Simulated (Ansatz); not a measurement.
## Kick test of a cell of Be

The cell was found from a structure generator's guess, not taken from experiment.

Theory: Ansatz, DFT PBE, scalar-relativistic, plane waves, PAW. Settings: cutoff 420 eV, Γ-centred mesh 24×24×24 on the computed 4-atom cell, Gaussian smearing of 0.10 eV; no spin polarisation.

The cell below (4 atoms, space group R-3m (No. 166)) is relaxed within its symmetry.

```cif
data_structure
_symmetry_space_group_name_H-M 'P 1'
_symmetry_Int_Tables_number 1
_cell_length_a 7.3090
_cell_length_b 7.3090
_cell_length_c 7.3090
_cell_angle_alpha 17.718
_cell_angle_beta 17.718
_cell_angle_gamma 17.718
_cell_volume 31.57
loop_
_atom_site_label
_atom_site_type_symbol
_atom_site_fract_x
_atom_site_fract_y
_atom_site_fract_z
_atom_site_occupancy
Be1 Be 0.20909 0.20909 0.20909 1
Be2 Be 0.79091 0.79091 0.79091 1
Be3 Be 0.37428 0.37428 0.37428 1
Be4 Be 0.62572 0.62572 0.62572 1
```

For the test a repeat of it with 8 atoms (edges 2.25, 3.90, 7.31 Å) was strained at random (σ = 1.5 % a component), the atoms were moved at random (σ = 0.05 Å), and all was relaxed again on a coarse 10×6×10 mesh (in the run’s order of axes) with 0.20 eV smearing, with no symmetry imposed.

Task: What happens?

Result: It returns, within 1 meV/atom of the unmoved cell on that mesh and with the same symmetry when read at 0.1 Å (C2/m at 0.01 Å, so small strains and shifts remain). No instability shows in this cell; modes of other wave vectors, which need another repeat, aren't tested. Another cell of Be relaxed alike, in P6_3/mmc, lies 36 meV/atom lower, so this cell isn't the stable form at this level.
